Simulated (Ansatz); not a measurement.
Zinc-blende InN (metastable phase), treated with LDA (PAW; Ansatz, an electronic-structure program).

Run with plane-wave cutoff 500 eV, 14×14×14 k mesh, Fermi–Dirac smearing 0.05 eV, scalar-relativistic PAW data made under PBE.

Computed at the level's own relaxed cell.

Question: What does this level give for the volume per atom and equilibrium lattice constant a?

Answer: 
- volume per atom = 15.07 Å³/atom
- equilibrium lattice constant a = 4.940 Å

The run finds no gap.

Measured, for comparison: equilibrium volume per atom 15.72 Å³/atom, lattice constant a 5.01 ± 0.01 Å (temperature not stated, no zero-point or thermal correction, epilayer on 3C-SiC; as tabulated in Schörmann, As, Lischka, Schley, Goldhahn et al., Appl. Phys. Lett. 89, 261903 …). Computed (rounded) less measured: equilibrium volume per atom -4.1 %, lattice constant a -1.4 %. A static lattice is as a rule a little smaller and stiffer than an uncorrected measurement, which narrows the difference in the lattice constant a and would widen misses of the other sign.

Spin–orbit coupling is not included.

It cost roughly 40 core-seconds of CPU time.
